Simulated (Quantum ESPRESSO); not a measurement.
BN:

```
N B
1.0
     0.00000    1.81300    1.81300
     1.81300    0.00000    1.81300
     1.81300    1.81300    0.00000
N B
1 1
Direct
  0.25000 0.25000 0.25000
  0.00000 0.00000 0.00000
```

The cell is a database's computed one.

```yaml
Program: Quantum ESPRESSO 7.5
Task: single point
Functional: PBE
Potentials_or_basis: SSSP 1.3 efficiency PBE
Cutoff: 816 eV
Density_cutoff: 6531 eV
k_mesh: 13 × 13 × 13
Occupations: fermi-dirac, width 0.05 eV
Spin: no spin polarisation
```

On this cell: pressure -1.8 GPa; largest force zero by symmetry; band gap on the k mesh 4.54 eV, indirect (least direct gap 8.79 eV).

The same run follows on a disturbed copy (atoms moved at random, drawn with an rms of 0.05 Å):

```
N B
1.0
     0.00000    1.81300    1.81300
     1.81300    0.00000    1.81300
     1.81300    1.81300    0.00000
N B
1 1
Direct
  0.26768 0.26067 0.22873
  0.97937 0.02168 0.00165
```

What does the disturbed cell give?

The energy moves by +45.0 meV/atom; pressure 0.5 GPa; largest force 2.254 eV/Å; band gap on the k mesh 3.91 eV, indirect (least direct gap 7.81 eV).

Forces on the atoms (eV/Å):
```
N    1.564 -0.943 -1.321
B   -1.564  0.943  1.321
```

Stress tensor (GPa, compression positive):
```
 0.28 -1.87 -2.35
-1.87  0.65  1.84
-2.35  1.84  0.44
```

Caveats: an odd mesh through Γ misses points on the zone boundary, where band edges often lie.
